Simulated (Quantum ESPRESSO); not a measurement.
**TaN under changes of volume**

One of the cells (10.776 Å³/atom); the others are scaled copies at fixed shape and fractional positions:

```
Ta N
1.0
     2.93800    0.00000    0.00000
    -1.46900    2.54438    0.00000
     0.00000    0.00000    2.88300
Ta N
1 1
Cartesian
  0.0000 1.6963 1.4415
  0.0000 0.0000 0.0000
```

| Property | Result |
| --- | --- |
| Program | Quantum ESPRESSO 7.5 |
| Functional | PBE |
| Potentials or basis | SSSP 1.3 efficiency PBE |
| Cutoff | 816 eV |
| Density cutoff | 6531 eV |
| k mesh | 10 × 10 × 9 |
| Occupations | fermi-dirac, width 0.05 eV |
| Spin | no spin polarisation |

| volume (Å³/atom) | energy over the lowest point (meV/atom) | pressure (GPa) |
| --- | --- | --- |
| 10.129 | 68.58 | 29.7 |
| 10.345 | 34.70 | 20.3 |
| 10.560 | ? | ? |
| 10.776 | 1.55 | 4.4 |
| 10.991 | 0.00 | -2.4 |
| 11.207 | 7.13 | -8.6 |
| 11.422 | 22.07 | -14.1 |

Problem. What does the run at 10.560 Å³/atom give?

Solution. Energy over the lowest point 12.76 meV/atom; pressure 11.9 GPa.

Worked out: A Birch-Murnaghan fit of order 3 (a polynomial in V^(-2/3)) to the other rows has its minimum at 10.92 Å³/atom with B0 = V·E''(V) = 339 GPa and B' = 4.2 at fixed shape and positions, which overstates the stiffness. It gives 12.81 meV/atom at 10.560 Å³/atom, against the run's 12.76, and -dE/dV = 12.2 GPa, against 11.9.

Energies are extrapolated to zero smearing.
